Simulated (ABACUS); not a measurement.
**InSe under changes of volume**

One of the cells (29.237 Å³/atom); the others are scaled copies at fixed shape and fractional positions:

```
CELL_PARAMETERS angstrom
2.00000 1.15470 8.44000
-2.00000 1.15470 8.44000
0.00000 -2.30940 8.44000
ATOMIC_POSITIONS crystal
In 0.88860 0.88860 0.88860
In 0.00000 0.00000 0.00000
Se 0.17190 0.17190 0.17190
Se 0.38350 0.38350 0.38350
```

* Program: ABACUS 3.10.1
* Functional: PBEsol
* Potentials or basis: PseudoDojo NC SR 0.4.1 PBEsol standard
* Cutoff: 1184 eV
* Density cutoff: 4735 eV
* Basis: plane waves
* k mesh: 8 × 8 × 8
* Occupations: fermi-dirac, width 0.05 eV
* Spin: no spin polarisation

| volume (Å³/atom) | energy over the lowest point (meV/atom) | pressure (GPa) | gap on the mesh (eV) | largest force (eV/Å) |
| --- | --- | --- | --- | --- |
| 27.483 | ? | ? | ? | ? |
| 28.068 | 10.23 | 2.6 | 0.44 | 0.484 |
| 28.652 | 3.00 | 1.4 | 0.39 | 0.394 |
| 29.237 | 0.00 | 0.3 | 0.33 | 0.309 |
| 29.822 | 0.77 | -0.7 | 0.28 | 0.229 |
| 30.406 | 4.89 | -1.6 | 0.24 | 0.198 |
| 30.991 | 12.02 | -2.3 | 0.20 | 0.324 |

Task: What does the run at 27.483 Å³/atom give?

Result: Energy over the lowest point 22.20 meV/atom; pressure 4.0 GPa; gap on the mesh 0.50 eV; largest force 0.621 eV/Å.

Worked out: A Birch-Murnaghan fit of order 3 (a polynomial in V^(-2/3)) to the other rows has its minimum at 29.40 Å³/atom with B0 = V·E''(V) = 50 GPa and B' = 4.8 at fixed shape and positions, which overstates the stiffness. It gives 22.22 meV/atom at 27.483 Å³/atom, against the run's 22.20, and -dE/dV = 4.0 GPa, against 4.0. A straight line through the other rows of the gap, of slope -2.45 eV per unit of ln V (its deformation potential), extrapolates to 0.49 eV, against the run's 0.50.

Energies are extrapolated to zero smearing.

Caveats: spin-orbit coupling is left out, which moves the levels of the heavy elements.

A mesh can miss the band edges.
